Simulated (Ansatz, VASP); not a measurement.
One calculation of AlN, two programs

The input INCAR:

```
SYSTEM = AlN
ALGO = Normal
EDIFF = 1E-6
ENCUT = 520
GGA = PE
ISIF = 2
ISMEAR = 0
LASPH = .True.
LCHARG = .True.
LELF = .True.
LREAL = .False.
LVHAR = .True.
LWAVE = .False.
NBANDS = 16
NELM = 100
PREC = Accurate
SIGMA = 0.02
```

The input KPOINTS:

```
k-points
0
Gamma
  9 9 4
  0 0 0
```

Contents of POSCAR:

```
AlN
1.0
    3.1302036258      0.0000000000      0.0000000000
   -1.5651018129      2.7108358590      0.0000000000
    0.0000000000      0.0000000000      5.0180193796
Al N
2 2
Direct
    0.6666666667      0.3333333333      0.4992349487
    0.3333333333      0.6666666667      0.9992349487
    0.6666666667      0.3333333333      0.8807650513
    0.3333333333      0.6666666667      0.3807650513
```

Input for Ansatz:

```yaml
crystal:
  lattice:
    - [3.1302036258, 0.0, 0.0]
    - [-1.5651018129, 2.710835859, 0.0]
    - [0.0, 0.0, 5.0180193796]
  atoms:
    - { symbol: Al, position: [0.6666666667, 0.3333333333, 0.4992349487] }
    - { symbol: Al, position: [0.3333333333, 0.6666666667, 0.9992349487] }
    - { symbol: "N", position: [0.6666666667, 0.3333333333, 0.8807650513] }
    - { symbol: "N", position: [0.3333333333, 0.6666666667, 0.3807650513] }
basis:
  ecutwfc: 420
  xc_grid: 2
kpoints:
  mp_grid: { grid: [9, 9, 4] }
  band_path: { path: [VBM, CBM], npoints: 2 }
hamiltonian:
  xc: pbe
scf:
  occupations: { method: gaussian, width: 0.02 }
output:
  forces: true
  stress: true
  eigenvalues: true
```

Alike in both runs: task single point; functional PBE; k mesh 9 × 9 × 4; occupations gaussian, width 0.02 eV; no spin polarisation.

|  | VASP | Ansatz |
| --- | --- | --- |
| version | VASP 6.6.1 | Ansatz 0.2.0 |
| potentials or method | VASP PAW PBE potentials, release 64 (Al, N) | scalar-relativistic, plane waves, PAW |
| plane-wave cutoff (eV) | 520 | 420 |
| valence electrons in the cell | 16 | 16 |

|  | VASP | Ansatz | Ansatz less VASP |
| --- | --- | --- | --- |
| gap on the k mesh at the Fermi level (eV) | 4.04 | 4.03 | -0.010 |
| least direct gap on the mesh (eV) | 4.04 | 4.03 | -0.010 |
| pressure (GPa) | -0.3 | 0.0 | +0.26 |

With one functional, cell and mesh, what is left measures potentials, basis and numerics.

Expect the measured gap to be larger: semilocal functionals such as PBE lack the derivative discontinuity.
